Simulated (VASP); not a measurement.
AlRu:

```
CELL_PARAMETERS angstrom
2.99160 0.00000 0.00000
0.00000 2.99160 0.00000
0.00000 0.00000 2.99160
ATOMIC_POSITIONS crystal
Ru 0.50000 0.50000 0.50000
Al 0.00000 0.00000 0.00000
```

- Program: VASP 6.6.1
- Task: relaxation of cell and atoms
- Functional: B3LYP
- Potentials or basis: VASP PAW PBE potentials, release 64 (Ru_pv, Al)
- Cutoff: 600 eV
- k mesh: 5 × 5 × 5
- Occupations: fermi-dirac, width 0.05 eV
- Spin: no spin polarisation

At the start: pressure 4.0 GPa; volume 13.39 Å³/atom.

How do energy, volume and symmetry change on relaxing?

Over 3 steps the energy falls by 3.1 meV/atom and the volume is 13.64 Å³/atom (+1.9 %); space group Pm-3m (No. 221, to 0.05 Å).

Step by step:
| step | energy change (eV) | largest force (eV/Å) | pressure (GPa) | volume (Å³) |
| --- | --- | --- | --- | --- |
| 1 | 0.0000 | 0.0000 | 3.97 | 26.77 |
| 2 | 0.0079 | 0.0000 | -5.47 | 28.08 |
| 3 | -0.0062 | 0.0000 | -0.06 | 27.28 |

Final structure:
```yaml
crystal:
  lattice:
    - [3.01049, 0.00000, 0.00000]
    - [0.00000, 3.01049, 0.00000]
    - [0.00000, 0.00000, 3.01049]
  atoms:
    - { symbol: Ru, position: [0.50000, 0.50000, 0.50000] }
    - { symbol: Al, position: [0.00000, 0.00000, 0.00000] }
```

Caveat: the k mesh is coarse (spacing up to 0.42 Å⁻¹), so the values aren't converged, least of all with exact exchange; the PAW data sets were made with another functional, which shifts forces and pressure a little.
